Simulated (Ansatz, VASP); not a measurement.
Given: the input of a run of VASP 6.6.1 on Ge.

File INCAR:

```
SYSTEM = Ge
  PREC = Accurate
  ENCUT = 520
  EDIFF = 1E-7
  ISMEAR = -1
  SIGMA = 0.05
  LREAL = .FALSE.
  LASPH = .TRUE.
  NELM = 80
  ALGO = Normal
  ISIF = 2
  LWAVE = .FALSE.
  LCHARG = .FALSE.
  GGA = CA
  NBANDS = 21
```

KPOINTS

```
regular mesh
0
G
  11 11 11
  0 0 0
```

Contents of POSCAR:

```
Ge
1.0
   -2.5572107439      2.5572107439      1.3880337523
    2.5572107439     -2.5572107439      1.3880337523
    2.5572107439      2.5572107439     -1.3880337523
Ge
2
Direct
    0.5000000000      0.5000000000      0.0000000000
    0.2500000000      0.7500000000      0.5000000000
```

Potentials or basis: VASP PAW LDA potentials, release 64 (Ge_d).

Launch:

```bash
$ cat potpaw_LDA.64/Ge_d/POTCAR > POTCAR
$ mpirun -np 1 vasp_std > vasp.out
```

Task: Set up the same calculation for Ansatz 0.2.0. Potentials there: all-electron LAPW, scalar-relativistic.

Result: As run (the cutoff follows the program's own potentials):

File input.yaml:

```yaml
crystal:
  lattice:
    - [-2.5572107439, 2.5572107439, 1.3880337523]
    - [2.5572107439, -2.5572107439, 1.3880337523]
    - [2.5572107439, 2.5572107439, -1.3880337523]
  atoms:
    - { symbol: Ge, position: [0.5, 0.5, 0.0] }
    - { symbol: Ge, position: [0.25, 0.75, 0.5] }
kpoints:
  mp_grid: { grid: [11, 11, 11] }
scf:
  occupations: { method: fermi_dirac, width: 0.05 }
hamiltonian:
  xc: lda
  pseudopotentials: { kind: all_electron, lapw: { basis_error: 0.001 } }
output:
  forces: true
  stress: true
  eigenvalues: true
```

Potentials or basis: all-electron LAPW, scalar-relativistic.

Run with:

```bash
$ ansatz run input.yaml --threads 1 --pin off --max-ram 3072MiB --backend cpu --events-out ev --progress --plain --runs-dir out
```

Both were run:

|  | VASP | Ansatz | Ansatz less VASP |
| --- | --- | --- | --- |
| gap on the k mesh at the Fermi level (eV) | none | none | - |
| pressure (GPa) | -0.9 | -0.9 | -0.01 |
| largest component of the traceless stress (GPa) | 0.13 | 0.15 | +0.017 |

A gap of «none» marks a metal or a gap that the smearing closes. Ansatz ran all-electron here, so the differences hold the error of VASP's frozen core and of both bases.
